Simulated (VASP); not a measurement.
**LiBr: equation of state with PBEsol**

The system is LiBr.

```
Br Li
1.0
     0.00000    2.75065    2.75065
     2.75065    0.00000    2.75065
     2.75065    2.75065    0.00000
Br Li
1 1
Direct
  0.50000 0.50000 0.50000
  0.00000 0.00000 0.00000
```

```
Program             : VASP 6.6.1
Task                : equation of state
Functional          : PBEsol
Potentials or basis : VASP PAW PBE potentials, release 64 (Br, Li_sv)
Cutoff              : 520 eV
k mesh              : 8 × 8 × 8
Occupations         : fermi-dirac, width 0.05 eV
Spin                : no spin polarisation
```

```json
{
 "Equilibrium volume": "19.83 Å³/atom",
 "Bulk modulus": "29 GPa",
 "Pressure derivative of the bulk modulus": "4.4"
}
```

Energy against volume, from the lowest point:
```tsv
volume (Å³/atom)	energy (meV/atom)
19.563	0.24
19.979	0.00
20.395	1.27
20.812	3.89
21.228	7.72
21.644	12.62
22.060	18.49
```

All runs of the series together: 75 s on 1 thread of Intel(R) Xeon(R) Platinum 8488C (Sapphire Rapids), on a shared host.

Caveat: the cutoff is under 1.25 times the usual one of these potentials, so pressure, stress and relaxed cells hold a basis-set (Pulay) error; the PAW data sets were made with another functional, which shifts forces and pressure a little.
